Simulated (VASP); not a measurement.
## Hf: relaxation of cell and atoms with PBEsol

The system is Hf.

```
Hf
1.0
    -1.68851    1.68851    1.68851
     1.68851   -1.68851    1.68851
     1.68851    1.68851   -1.68851
Hf
1
Direct
  0.00000 0.00000 0.00000
```

This isn't the form of Hf at room conditions, which is hcp.

| Quantity | Value |
| --- | --- |
| Program | VASP 6.6.1 |
| Task | relaxation of cell and atoms |
| Functional | PBEsol |
| Potentials or basis | VASP PAW PBE potentials, release 64 (Hf) |
| Cutoff | 520 eV |
| k mesh | 16 × 16 × 16 |
| Occupations | gaussian, width 0.1 eV |
| Spin | no spin polarisation |
| Target pressure | 12 GPa |
| Further INCAR settings | ALGO = Normal; EDIFF = 1e-07; IBRION = 2; EDIFFG = -0.002; NSW = 80; ISIF = 3 |
| Target pressure | 12 GPa |

```
Pressure after relaxing : 12.0 GPa
Band gap on the k mesh  : none (metal or under the smearing width)
```

Final structure:
```
Hf
1.0
    -1.68851    1.68851    1.68851
     1.68851   -1.68851    1.68851
     1.68851    1.68851   -1.68851
Hf
1
Cartesian
  0.0000 0.0000 0.0000
```

Levels at points of the mesh, in eV from the Fermi level:
```
           k point  band 1  band 2  band 3  band 4  band 5  band 6
(0.00, 0.00, 0.00)   -7.50    1.64    1.64    1.64    4.90    4.90
(0.50, 0.00, 0.00)   -3.87   -0.79    1.77    4.82    6.00    9.10
(0.50, 0.50, 0.50)   -3.28   -3.28    8.04    8.04    8.04    8.49
```

Wall time 5.5 s on 1 thread of Intel(R) Xeon(R) 6975P-C (Granite Rapids), with other jobs on the host, peak memory 0.15 GiB.

Caveat: the relaxation stopped at its first step, so nothing moved; the cell is relaxed towards a set pressure, so the enthalpy falls and the energy may rise; the PAW data sets were made with another functional, which shifts forces and pressure a little. Spin-orbit coupling is left out, which matters for the levels of Hf.
